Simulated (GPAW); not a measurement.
# MgB2 (P6/mmm) in GPAW: settings compared

Aim: see how the results for MgB2 move with the level of theory and the settings. Levels: PBE, optB88-vdW. Tasks: equation of state, band structure.

Program: GPAW 26.7.0. These are calculated values, not measurements. Logs are shortened: lines on timing, memory, paths and dates and some standing lists are left out, and cuts for length are marked. The log counts tension as positive stress, the text compression.

### Step 1. The structure

Symmetry: P6/mmm, No. 191, hexagonal system. Conventional cell: a = 3.085 Å, b = 3.085 Å, c = 3.523 Å, α = 90.00°, β = 90.00°, γ = 120.00°. Mg (site symmetry 6/mmm) has 12 B at 2.51 Å as nearest neighbours. Around B (site symmetry -6m2) lie 3 B at 1.78 Å.

### Step 2. Equation of state, PBE

Input file run.py:

```python
from ase.eos import EquationOfState
from ase.io import Trajectory, read
from ase.units import GPa
from gpaw import GPAW, PW, setup_paths

setup_paths.insert(0, '.')

atoms = read('MgB2.xyz')

traj = Trajectory('eos.traj', 'w')
volumes, energies = [], []
for x in [0.94, 0.96, 0.98, 1.0, 1.02, 1.04, 1.06]:
    a = atoms.copy()
    a.set_cell(atoms.cell * x**(1 / 3), scale_atoms=True)
    calc = GPAW(mode=PW(800),
                xc='PBE',
                kpts={'size': (7, 7, 5), 'gamma': True},
                occupations={'name': 'fermi-dirac', 'width': 0.05},
                nbands=17,
                convergence={'density': 1e-05, 'energy': 1e-05},
                maxiter=150,
                txt=f'eos-{x:.2f}.txt')
    a.calc = calc
    energies.append(a.get_potential_energy(force_consistent=True))
    volumes.append(a.get_volume())
    p = -a.get_stress()[:3].mean() / GPa
    calc.write(f'eos-{x:.2f}.gpw')
    traj.write(a)
    print(f'{x:.2f} {volumes[-1]:10.4f} A^3 {energies[-1]:14.6f} eV {p:9.3f} GPa', flush=True)

v0, e0, B = EquationOfState(volumes, energies, eos='birchmurnaghan').fit()
print(f'V0 = {v0:.4f} A^3, E0 = {e0:.6f} eV, B0 = {B / GPa:.2f} GPa')
```

Input file MgB2.xyz:

```xyz
3
Lattice="3.0850000000 0.0000000000 0.0000000000 -1.5425000000 2.6716883707 0.0000000000 0.0000000000 0.0000000000 3.5230000000" Properties=species:S:1:pos:R:3 pbc="T T T"
Mg     0.0000000000      0.0000000000      0.0000000000
B      1.5425000002      0.8905627901      1.7615000000
B     -0.0000000002      1.7811255806      1.7615000000
```

Potentials or basis: PAW data sets generated in the run's folder for this functional, pw.

The run is started by

```sh
gpaw-setup -f PBE B Mg
OMP_NUM_THREADS=1 python run.py
```

Standard output:

```text
__  _  _
 | _ |_)|_||  |
 |__||  | ||/\| - 26.7.0

Input parameters:
  mode=PW(ecut=800.0),
  convergence={'density': 1e-05, 'energy': 1e-05},
  kpts=MonkhorstPack(size=(7, 7, 5), gamma=True),
  maxiter=150,
  nbands=17,
  occupations=Occupations(name='fermi-dirac', width=0.05),
  xc=XC(name='PBE')

Diagonalizing LCAO Hamiltonian
Converting LCAO to pw mode

         B  B

       Mg

Atoms  # Å, Bohr magnetons
|   | symbol |         x |        y |        z |    initial magnetic moments |
|---|--------|-----------|----------|----------|-----------------------------|
| 0 |     Mg |  0.000000 | 0.000000 | 0.000000 | ( 0.0000,  0.0000,  0.0000) |
| 1 |      B |  1.511012 | 0.872383 | 1.725541 | ( 0.0000,  0.0000,  0.0000) |
| 2 |      B | -0.000000 | 1.744766 | 1.725541 | ( 0.0000,  0.0000,  0.0000) |

Unit cell  # Å
| periodic |         x |        y |        z |  lengths |     angles |
|----------|-----------|----------|----------|----------|------------|
|      yes |  3.022023 | 0.000000 | 0.000000 | 3.022023 |  90.000000 |
|      yes | -1.511012 | 2.617149 | 0.000000 | 3.022023 |  90.000000 |
|      yes |  0.000000 | 0.000000 | 3.451082 | 3.451082 | 120.000000 |

Number of symmetries: 24
Symmetry operations  # r_c * U_cc + t_c -> r_c
|    | kind |            matrix            |
|----|------|------------------------------|
|  0 |  σ   |  1, 1, 0,  0,-1, 0,  0, 0, 1 |
|  1 |  C2  |  1, 1, 0,  0,-1, 0,  0, 0,-1 |
|  2 |  C6  |  1, 1, 0, -1, 0, 0,  0, 0, 1 |
|  3 |  S6  |  1, 1, 0, -1, 0, 0,  0, 0,-1 |
|  4 |  E   |  1, 0, 0,  0, 1, 0,  0, 0, 1 |
|  5 |  σ   |  1, 0, 0,  0, 1, 0,  0, 0,-1 |
|  6 |  σ   |  1, 0, 0, -1,-1, 0,  0, 0, 1 |
|  7 |  C2  |  1, 0, 0, -1,-1, 0,  0, 0,-1 |
|  8 |  σ   |  0, 1, 0,  1, 0, 0,  0, 0, 1 |
|  9 |  C2  |  0, 1, 0,  1, 0, 0,  0, 0,-1 |
| 10 |  C3  |  0, 1, 0, -1,-1, 0,  0, 0, 1 |
| 11 |  S3  |  0, 1, 0, -1,-1, 0,  0, 0,-1 |
| 12 |  C6  |  0,-1, 0,  1, 1, 0,  0, 0, 1 |
| 13 |  S6  |  0,-1, 0,  1, 1, 0,  0, 0,-1 |
| 14 |  σ   |  0,-1, 0, -1, 0, 0,  0, 0, 1 |
| 15 |  C2  |  0,-1, 0, -1, 0, 0,  0, 0,-1 |
| 16 |  σ   | -1, 0, 0,  1, 1, 0,  0, 0, 1 |
| 17 |  C2  | -1, 0, 0,  1, 1, 0,  0, 0,-1 |
| 18 |  C2  | -1, 0, 0,  0,-1, 0,  0, 0, 1 |
| 19 |  i   | -1, 0, 0,  0,-1, 0,  0, 0,-1 |
| 20 |  C3  | -1,-1, 0,  1, 0, 0,  0, 0, 1 |
| 21 |  S3  | -1,-1, 0,  1, 0, 0,  0, 0,-1 |
| 22 |  σ   | -1,-1, 0,  0, 1, 0,  0, 0, 1 |
| 23 |  C2  | -1,-1, 0,  0, 1, 0,  0, 0,-1 |

BZ-sampling:
  Number of BZ points: 245
  Number of IBZ points: 24

  Monkhorst-Pack size: [7, 7, 5]
  Monkhorst-Pack shift: [0, 0, 0]

K-points  # in reciprocal-cell coordinates
|     |                                coordinates |     weight |
|-----|--------------------------------------------|------------|
|   0 | (  0.00000000,   0.00000000,   0.00000000) | 0.00408163 |
|   1 | (  0.00000000,   0.00000000,   0.20000000) | 0.00816327 |
|   2 | (  0.00000000,   0.00000000,   0.40000000) | 0.00816327 |
|   3 | (  0.14285714,   0.00000000,   0.00000000) | 0.02448980 |
|   4 | (  0.14285714,   0.00000000,   0.20000000) | 0.04897959 |
|   5 | (  0.14285714,   0.00000000,   0.40000000) | 0.04897959 |
|   6 | (  0.28571429,  -0.14285714,   0.00000000) | 0.02448980 |
|   7 | (  0.28571429,  -0.14285714,   0.20000000) | 0.04897959 |
|   8 | (  0.28571429,  -0.14285714,   0.40000000) | 0.04897959 |
|   9 | (  0.28571429,   0.00000000,   0.00000000) | 0.02448980 |
| ... |                                            |            |
|  23 | (  0.42857143,   0.42857143,   0.40000000) | 0.04897959 |

Plane wave coefficients: 1414
Cutoff: 800.0 eV

Spin-components: 1 (collinear spins)
Bands:           17
Projectors:      15
Spin-degeneracy: 2
Datatype:        complex128

Parallelization:
  kpt:    1
  domain: 1
  band:   1

Density:
  Valence electrons: 16.0
  Components: 1
  Grid points: [20 20 24]
  Charge: 0.0  # |e|

Potential:
  Grid points: [20 20 24]

species:
  Mg:
    name:    Magnesium
    Z:       12.0
    valence: 10
    core:    2
    charge:  0.0  # [|e|]
    compensation charges:
      type: gauss
      rc: 0.33  # [Å]
      lmax: 2
    cutoffs:
      filter: 1.86  # [Å]
      core: 0.54  # [Å]
    projectors
    | kind |    occ | energy [eV] | rcut [Å] |
    |------|--------|-------------|----------|
    |   2s |  2.000 |     -79.840 |    1.090 |
    |   3s |  2.000 |      -4.705 |    1.090 |
    |   2p |  6.000 |     -46.613 |    1.085 |
    |   3p |  0.000 |      -1.330 |    1.085 |
    |    d |        |       0.000 |    1.037 |

    Using partial waves for Mg as LCAO basis

  B:
    name:    Boron
    Z:       5.0
    valence: 3
    core:    2
    charge:  0.0  # [|e|]
    compensation charges:
      type: gauss
      rc: 0.20  # [Å]
      lmax: 2
    cutoffs:
      filter: 1.14  # [Å]
      core: 1.38  # [Å]
    projectors
    | kind |    occ | energy [eV] | rcut [Å] |
    |------|--------|-------------|----------|
    |   2s |  2.000 |      -9.443 |    0.635 |
    |   2p |  1.000 |      -3.606 |    0.635 |
    |    s |        |      17.768 |    0.635 |
    |    p |        |      23.605 |    0.635 |
    |    d |        |       0.000 |    0.635 |

    Using partial waves for B as LCAO basis

Reference energy: -6788.624356  # eV

eigensolver:
  PPCG
  Converge bands: occupied
  niter=2

density mixing:
  MSR1-Mixer
  Pratt-step length: 0.05
  Maximum mixing coefficient: 0.75
  Old densities: 10
  SVD Regularization: 0.005
  Good broyden scale: 1.0
  Trust region scale: 1.0
  Backstep threshold: 4.0
  History deletion threshold: 6.0
  Fourier metric: weight=20.0, sigma=0.015

occupation numbers:
  Fermi-Dirac:
    width: 0.0500  # eV

poisson solver:
  ecut: 6400.0  # eV

xc functional:
  name: PBE with 2 nearest neighbor stencil

convergence criteria:
- Maximum integral of absolute [dens]ity change: 1e-05 electrons / valence electron
- Maximum [total energy] change in last 3 cyles: 1e-05 eV / valence electron
- Maximum integral of absolute [eigenst]ate change: 4e-08 eV^2 / valence electron
maximum number of iterations: 150

SCF iterations
|iter     | |      energy | eigst |  dens |
|---------|-|-------------|-------|-------|
|iter:   1| |  -16.958371 | +0.12 |       |
|iter:   2| |  -16.664051 | -2.34 | -0.93 |
|iter:   3| |  -15.419439 | -1.27 | -0.97 |
|iter:   4| |  -15.414278 | -3.27 | -1.79 |
|iter:   5| |  -15.415347 | -3.87 | -2.10 |
|iter:   6| |  -15.415389 | -5.26 | -3.10 |
|iter:   7| |  -15.415389c| -6.69 | -3.62 |
|iter:   8| |  -15.415389c| -7.61c| -4.61 |
|iter:   9| |  -15.415389c| -7.80c| -5.21c|

Converged in 9 steps
Energy contributions relative to reference atoms: (reference = -6788.624356)

Energy contributions:
  Kinetic:          15.736196
  Coulomb:         -10.432827
  Zero:             -0.023188
  External:          0.000000
  Xc:              -20.692601
  Entropy:          -0.005939
  Spinorbit:         0.000000
  ----------------------------
  Free energy:     -15.418359
  Extrapolated:    -15.415389

dipole moment: (-2.169848, -3.758287, -4.955834)  # |e|*Ang

Fermi level: 7.615
Eigenvalues  # (at kpt = [0.000, 0.000, 0.000])
| band index |      eig [eV] | occ [0-2] |
|------------|---------------|-----------|
|          0 |       -67.324 |     2.000 |
|          1 |       -34.091 |     2.000 |
|          2 |       -34.091 |     2.000 |
|          3 |       -34.086 |     2.000 |
|          4 |        -5.027 |     2.000 |
|          5 |         4.709 |     2.000 |
|          6 |         8.142 |     0.000 |
|          7 |         8.142 |     0.000 |
|          8 |         9.601 |     0.000 |
|          9 |        14.321 |     0.000 |
|         10 |        14.321 |     0.000 |
|         11 |        16.513 |     0.000 |
|         12 |        18.236 |     0.000 |
|         13 |        21.146 |     0.000 |
|        ... |               |           |
|         16 |        27.930 |     0.000 |

No gap
No difference between direct/indirect transitions

Stress tensor  # eV/Ang^3
|         x |         y |         z |
|-----------|-----------|-----------|
| -0.062090 | -0.000000 |  0.000000 |
| -0.000000 | -0.062090 |  0.000000 |
|  0.000000 |  0.000000 | -0.041938 |

# Writing to eos-0.94.gpw (mode='')
```

Run time: 58 s. Hardware: 1 thread of Arm Neoverse V2, shared host; peak memory 0.21 GiB.

Results:

```yaml
Equilibrium_volume: 9.60 Å³/atom
Bulk_modulus_at_fixed_shape_and_positions: 153 GPa
Pressure_derivative_of_the_bulk_modulus: 3.7
```

Energy against volume, from the lowest point:
```
volume (Å³/atom)  energy (meV/atom)
           9.098              13.42
           9.292               4.74
           9.485               0.40
           9.679               0.00
           9.873               3.23
          10.066               9.70
          10.260              19.18
```

Caveat: the cell was scaled at fixed shape and fractional positions, which overstates the stiffness of a crystal with free parameters, most of all of layers and chains.

### Step 3. Band structure, optB88-vdW

Input file run.py:

```python
from ase import Atoms
from ase.dft.bandgap import bandgap
from ase.io import write
from gpaw import GPAW, PW

atoms = Atoms(['Mg', 'B', 'B'],
              cell=[[3.085, 0.0, 0.0],
                    [-1.5425, 2.6716883707, 0.0],
                    [0.0, 0.0, 3.523]],
              scaled_positions=[[0.0, 0.0, 0.0],
                                [0.6666666667, 0.3333333333, 0.5],
                                [0.3333333333, 0.6666666667, 0.5]],
              pbc=True)

calc = GPAW(mode=PW(800),
            xc={'name': 'optB88-vdW', 'backend': 'libvdwxc'},
            kpts={'size': (7, 7, 5), 'gamma': True},
            occupations={'name': 'fermi-dirac', 'width': 0.05},
            nbands=17,
            convergence={'density': 1e-05, 'energy': 1e-05},
            maxiter=150,
            legacy_gpaw=True,
            txt='gpaw.txt')
atoms.calc = calc
energy = atoms.get_potential_energy()
forces = atoms.get_forces()
calc.write('gs.gpw')
write('result.traj', atoms)
print(f'Energy: {energy:.6f} eV')
print('Forces (eV/A):')
print(forces.round(4))
print('Fermi level:', round(calc.get_fermi_level(), 4), 'eV')
print(f'Gap: {bandgap(calc)[0]:.4f} eV, direct: {bandgap(calc, direct=True)[0]:.4f} eV')

path = atoms.cell.bandpath('GMKGALHA,LM,KH', npoints=100, eps=1e-4)
bs_calc = calc.fixed_density(kpts=path, symmetry='off', nbands=26,
                             convergence={'bands': 'CBM+6.0', 'eigenstates': 1e-6}, txt='bands.txt')
bs = bs_calc.band_structure()
bs.write('bs.json')
print(f'Gap on the path: {bandgap(bs_calc)[0]:.4f} eV')
```

Potentials or basis: GPAW PAW data sets (gpaw-data 1.2.1), pw.

The run is started by

```sh
OMP_NUM_THREADS=1 python run.py
```

gpaw.txt:

```text
___ ___ ___ _ _ _
 |   |   |_  | | | |
 | | | | | . | | | |
 |__ |  _|___|_____|  26.7.0
 |___|_|

Input parameters:
  convergence: {density: 1e-05,
                energy: 1e-05}
  kpts: {gamma: True,
         size: (7, 7, 5)}
  maxiter: 150
  mode: {ecut: 800.0,
         name: pw}
  nbands: 17
  occupations: {name: fermi-dirac,
                width: 0.05}
  xc: {backend: libvdwxc,
       name: optB88-vdW}

System changes: positions, numbers, cell, pbc, initial_charges, initial_magmoms

Initialize ...

species:
  Mg:
    name:    Magnesium
    Z:       12.0
    valence: 10
    core:    2
    charge:  0.0  # [|e|]
    compensation charges:
      type: gauss
      rc: 0.33  # [Å]
      lmax: 2
    cutoffs:
      filter: 1.86  # [Å]
      core: 0.54  # [Å]
    projectors
    | kind |    occ | energy [eV] | rcut [Å] |
    |------|--------|-------------|----------|
    |   2s |  2.000 |     -79.840 |    1.090 |
    |   3s |  2.000 |      -4.705 |    1.090 |
    |   2p |  6.000 |     -46.613 |    1.085 |
    |   3p |  0.000 |      -1.330 |    1.085 |
    |    d |        |       0.000 |    1.037 |

    Using partial waves for Mg as LCAO basis

  B:
    name:    Boron
    Z:       5.0
    valence: 3
    core:    2
    charge:  0.0  # [|e|]
    compensation charges:
      type: gauss
      rc: 0.20  # [Å]
      lmax: 2
    cutoffs:
      filter: 1.14  # [Å]
      core: 1.38  # [Å]
    projectors
    | kind |    occ | energy [eV] | rcut [Å] |
    |------|--------|-------------|----------|
    |   2s |  2.000 |      -9.443 |    0.635 |
    |   2p |  1.000 |      -3.606 |    0.635 |
    |    s |        |      17.768 |    0.635 |
    |    p |        |      23.605 |    0.635 |
    |    d |        |       0.000 |    0.635 |

[... 86 lines left out ...]
  Local blocksize: 42 x 42 x 48
  PAW datasets: PBE

Number of atoms: 3
Number of atomic orbitals: 16
Number of bands in calculation: 17
Number of valence electrons: 16
Bands to converge: occupied

... initialized

Initializing position-dependent things.

Density initialized from atomic densities
Creating initial wave functions:
  16 bands from LCAO basis set
  1 band from random numbers

         B  B

       Mg

Atomic positions and initial magnetic moments

Positions:
   0 Mg     0.000000    0.000000    0.000000    ( 0.0000,  0.0000,  0.0000)
   1 B      1.542500    0.890563    1.761500    ( 0.0000,  0.0000,  0.0000)
   2 B     -0.000000    1.781126    1.761500    ( 0.0000,  0.0000,  0.0000)

Unit cell:
           periodic     x           y           z      points  spacing
  1. axis:    yes    3.085000    0.000000    0.000000    21     0.1272
  2. axis:    yes   -1.542500    2.671688    0.000000    21     0.1272
  3. axis:    yes    0.000000    0.000000    3.523000    24     0.1468

  Lengths:   3.085000   3.085000   3.523000
  Angles:   90.000000  90.000000 120.000000

Effective grid spacing dv^(1/3) = 0.1400

iter:   1   -29.507117
iter:   2   -29.227917   -0.74  -0.94
iter:   3   -28.016450   -1.13  -0.97
iter:   4   -27.975663   -3.00  -1.64
iter:   5   -27.979505   -3.43  -1.95
iter:   6   -27.979337   -4.94  -2.86
iter:   7   -27.979322   -5.44  -3.16
iter:   8   -27.979344c  -6.50  -3.84
iter:   9   -27.979333c  -7.34  -4.15
iter:  10   -27.979336c  -8.13c -4.91
iter:  11   -27.979334c  -9.01c -4.86
iter:  12   -27.979334c -10.29c -6.34c

Converged after 12 iterations.

Dipole moment: (-0.000000, -0.000000, -0.000000) |e|*Ang

Energy contributions relative to reference atoms: (reference = -6788.624023)

Kinetic:        +13.237010
Potential:       -8.951696
External:        +0.000000
XC:             -32.237861
Entropy (-ST):   -0.007991
Local:           -0.022791
SIC:             +0.000000
--------------------------
Free energy:    -27.983330
Extrapolated:   -27.979334

Non-local optB88 correlation energy: 0.452854
Semilocal GGA_X_OPTB88_VDW+LDA_C_PW energy: -84.289914
(Not including atomic contributions)
Showing only first 2 kpts
 Kpt  Band  Eigenvalues  Occupancy
  0     6      7.45124    0.00030
  0     7      7.45125    0.00030
  0     8      8.96942    0.00000
  0     9     13.51071    0.00000

  1     6      7.56939    0.00003
  1     7      7.56940    0.00003
  1     8     11.67344    0.00000
  1     9     13.61799    0.00000

Fermi level: 7.01019

No gap
No difference between direct/indirect transitions

Forces in eV/Ang:
  0 Mg    0.00000    0.00000    0.00000
  1 B     0.00000   -0.00000    0.00000
  2 B    -0.00000    0.00000    0.00000

Writing to gs.gpw (mode='')
```

stdout:

```text
Energy: -27.979334 eV
Forces (eV/A):
[[ 0.  0.  0.]
 [ 0. -0.  0.]
 [-0.  0.  0.]]
Fermi level: 7.0102 eV
Gap: 0.0000 eV, direct: 0.0000 eV
Gap on the path: 0.0000 eV
```

bands.txt:

```text
___ ___ ___ _ _ _
 |   |   |_  | | | |
 | | | | | . | | | |
 |__ |  _|___|_____|  26.7.0
 |___|_|

Input parameters:
  convergence: {bands: CBM+6.0,
                eigenstates: 1e-06}
  gpts: [21 21 24]
  kpts: {cell: Cell([[1.5425, -2.671688370674993, 0.0], [1.5425, 2.671688370674993, 0.0], [0.0, 0.0, 3.523]]),
         kpts: [[0.         0.         0.        ]
 [0.04166667 0.         0.        ]
 [0.08333333 0.         0.        ]
[... 206 lines left out ...]
(Not including atomic contributions)
Showing only first 2 kpts
 Kpt  Band  Eigenvalues  Occupancy
  0     6      7.45124    0.00030
  0     7      7.45125    0.00030
  0     8      8.96942    0.00000
  0     9     13.51071    0.00000

  1     6      7.29367    0.00687
  1     7      7.37752    0.00129
  1     8      8.99579    0.00000
  1     9     13.49987    0.00000

Fermi level: 7.01019

No gap
No difference between direct/indirect transitions
```

Run time: 46 s. Hardware: 1 thread of Arm Neoverse V2, shared host; peak memory 0.3 GiB.

What came out:

| Property | Result |
| --- | --- |
| Free energy | -27.9833 eV |
| Band gap along the path | none (metal or under the smearing width) |

Levels at the corners of the path, in eV from the Fermi level:
```tsv
point	band 4	band 5	band 6	band 7	band 8	band 9	band 10	band 11
Γ	-42.57	-12.18	-2.75	0.44	0.44	1.96	6.50	6.50
M	-42.57	-8.34	-7.60	-2.05	0.37	3.24	4.17	5.59
K	-42.57	-7.09	-7.09	-5.61	1.95	1.95	6.43	6.43
Γ	-42.57	-12.18	-2.75	0.44	0.44	1.96	6.50	6.50
A	-42.58	-10.92	-7.16	0.80	0.80	6.83	6.83	8.08
L	-42.57	-7.40	-6.71	-3.33	-1.76	-1.05	5.95	8.99
H	-42.57	-6.22	-6.22	-4.95	-1.78	-1.78	3.85	11.87
A	-42.58	-10.92	-7.16	0.80	0.80	6.83	6.83	8.08
L	-42.57	-7.40	-6.71	-3.33	-1.76	-1.05	5.95	8.99
M	-42.57	-8.34	-7.60	-2.05	0.37	3.24	4.17	5.59
K	-42.57	-7.09	-7.09	-5.61	1.95	1.95	6.43	6.43
H	-42.57	-6.22	-6.22	-4.95	-1.78	-1.78	3.85	11.87
```

Caveat: the PAW data sets were made with another functional, which shifts forces and pressure a little.
